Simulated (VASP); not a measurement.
**MgS in VASP: how settings move the PBEsol single point**

Aim: see what changed inputs do to the PBEsol single point of MgS in the zincblende structure, strained and with displaced atoms. This is a trial cell built on a prototype, not taken from a measured structure, and it needn't be the compound's ground state.

Program: VASP 6.6.1. PAW datasets, plane waves. Note: simulated data, non-magnetic, for a generated structure that need not be the stable one.

### Step 1. Starting point

Space group P1 (No. 1), triclinic; a = 3.972 Å, b = 3.978 Å, c = 3.981 Å, α = 118.1°, β = 119.8°, γ = 90.1° in the conventional setting, 22.90 Å³ an atom. Near Mg stand 4 S at 2.33–2.59 Å; near S stand 4 Mg at 2.33–2.59 Å.

Structure file:

```
CELL_PARAMETERS angstrom
-0.07430 2.80910 2.81510
2.86500 -0.03750 2.77820
2.86110 2.76840 -0.03360
ATOMIC_POSITIONS crystal
Mg 0.02060 0.99000 0.00680
S 0.24340 0.24340 0.25200
```

### Step 2. Reference

INCAR reads:

```
ENCUT = 520.000000
SIGMA = 0.020000
EDIFF = 1.00e-07
GGA = PS
PREC = Accurate
IBRION = -1
ISIF = 2
ISMEAR = -1
NBANDS = 11
NELM = 120
NSW = 0
LASPH = .TRUE.
LCHARG = .FALSE.
LWAVE = .FALSE.
LREAL = .FALSE.
```

KPOINTS reads:

```
KPOINTS created by Atomic Simulation Environment
0
Gamma
6 6 6
0 0 0
```

POSCAR reads:

```
Mg S
 1.0000000000000000
    -0.0743000000000000    2.8090999999999999    2.8151000000000002
     2.8650000000000002   -0.0375000000000000    2.7782000000000000
     2.8611000000000000    2.7684000000000002   -0.0336000000000000
 Mg  S
   1   1
Cartesian
  2.8542749000000001  0.0395675800000000  2.8081805799999997
  1.4002535800000000  1.3722442400000001  1.3529420200000002
```

Potentials: the recommended PBE PAW datasets, 8 valence electrons.

Started as:

```
mpirun -np 1 vasp_std
```

### Step 3. Variant 1

INCAR reads:

```
ENCUT = 520.000000
EDIFF = 1.00e-07
GGA = PS
PREC = Accurate
IBRION = -1
ISIF = 2
NELM = 120
NSW = 0
LASPH = .TRUE.
LCHARG = .FALSE.
LWAVE = .FALSE.
LREAL = .TRUE.
ISMEAR = 0
SIGMA = 0.1
NBANDS = 44
```

KPOINTS is that of step 2.

POSCAR is that of step 2.

### Step 4. Variant 2

Edit INCAR of step 2 so:

```diff
@@ -4,3 +4,2 @@
 GGA = PS
-PREC = Accurate
 IBRION = -1
@@ -15 +14,2 @@
 LREAL = .FALSE.
+PREC = Single
```

KPOINTS is that of step 2.

POSCAR is that of step 2.

Before running it: what results should come out? Wanted: for each run, changed; ending; energy change; pressure; electronic steps; usable.

As calculated:

| run | changed | ending | energy change (meV/atom) | pressure (GPa) | gap on the mesh (eV; negative: overlap) | electronic steps | time | usable |
| --- | --- | --- | --- | --- | --- | --- | --- | --- |
| ref. | – | converged | 0 | -0.2 | 3.17 | 14 | 23 s | yes |
| 1 | LREAL = .TRUE., ISMEAR = 0, SIGMA = 0.1, NBANDS = 44 | converged | -0.4 | -0.1 | 3.17 | 14 | 2 min | yes |
| 2 | PREC = Single | converged | 0.0 | -0.1 | 3.17 | 14 | 21 s | yes |

What this shows: Of 2 altered inputs, 2 gave usable results. Among the usable ones with comparable energies, «LREAL = .TRUE., ISMEAR = 0, SIGMA = 0.1, NBANDS = 44» moves the energy most, by -0.4 meV/atom.
